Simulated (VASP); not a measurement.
Here is a VASP 6.6.1 calculation.

Contents of INCAR:

```
SYSTEM = InP
ALGO = Normal ; EDIFF = 1E-6
ENCUT = 520 ; GGA = PS
ISIF = 2 ; ISMEAR = 0
LASPH = .TRUE. ; LCHARG = .FALSE.
LREAL = .FALSE. ; LWAVE = .FALSE.
NBANDS = 16 ; NELM = 60
PREC = Accurate ; SIGMA = 0.05
```

KPOINTS

```
k-points
0
G
  8 8 8
  0 0 0
```

Contents of POSCAR:

```
InP
1.0
    4.1443528400      0.0000000000      0.0000000000
    2.0721764200      3.5891148417      0.0000000000
    2.0721764200      1.1963716139      3.3838499240
In P
1 1
Direct
    0.0000000000      0.0000000000      0.0000000000
    0.7500000000      0.7500000000      0.7500000000
```

Potentials or basis: VASP PAW PBE potentials, release 64 (In_d, P).

Launch:

```console
$ cat potpaw_PBE.64/In_d/POTCAR potpaw_PBE.64/P/POTCAR > POTCAR
$ mpirun -np 1 vasp_std > vasp.out
```

(1) Predict the pressure.

(2) Predict the band gap on the k mesh.

Results:

(1) 0.6 GPa.

(2) 0.61 eV, direct.

Caveat: the PAW data sets were made with another functional, which shifts forces and pressure a little; spin-orbit coupling is left out, which moves the levels of the heavy elements.

**The experiment to reproduce.**

A printed reference work, data compilation reports, for a bulk crystal of InP at 1.6 K: band gap 1.4236 eV (direct).

Against the measured gap of InP, 1.4236 eV (direct; 1.6 K; a printed reference work, data compilation), the calculated 0.61 eV is off by -0.81 eV. Spin-orbit coupling on In is left out. The value is that of PBEsol, without temperature or zero-point motion. Semilocal functionals fall short of measured gaps as a rule.
